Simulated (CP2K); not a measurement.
O in CP2K: the effect of functional

Crystal: O.

```
O
1.0
     4.33274    0.00000    0.00000
     3.50839    2.26880    0.00000
     0.82434   -0.28068    2.25137
O
2
Direct
  0.57890 0.57890 0.42110
  0.42110 0.42110 0.57890
```

Alike in all runs:

| Item | Value |
| --- | --- |
| Program | CP2K 2026.2 |
| Potentials or basis | POTENTIAL_UZH O GTH-PBE-q6; TZVP-MOLOPT-PBE-GTH basis |
| Density cutoff | 11565 eV |
| k mesh | 12 × 12 × 12 |
| Occupations | fermi-dirac, width 0.05 eV |
| Spin | no spin polarisation |

```csv
functional,pressure (GPa),largest force (eV/Å)
LDA,-6.0,0.29
PBEsol,?,?
BLYP,5.2,0.53
AM05,-1.4,0.45
HLE16,-17.3,7.15
TPSS,0.9,0.04
```

**Question.** What does the run with functional PBEsol give?

**Answer.** Pressure -2.5 GPa; largest force 0.33 eV/Å.

Caveats: the potentials were made for another functional, which shifts forces and pressure; spin is off for a triplet molecule; the basis of atomic orbitals isn't converged, which shifts pressures, moduli and gaps; the potentials were made for a functional far from this one (some runs).

Runs at the PBE level aren't shown here.
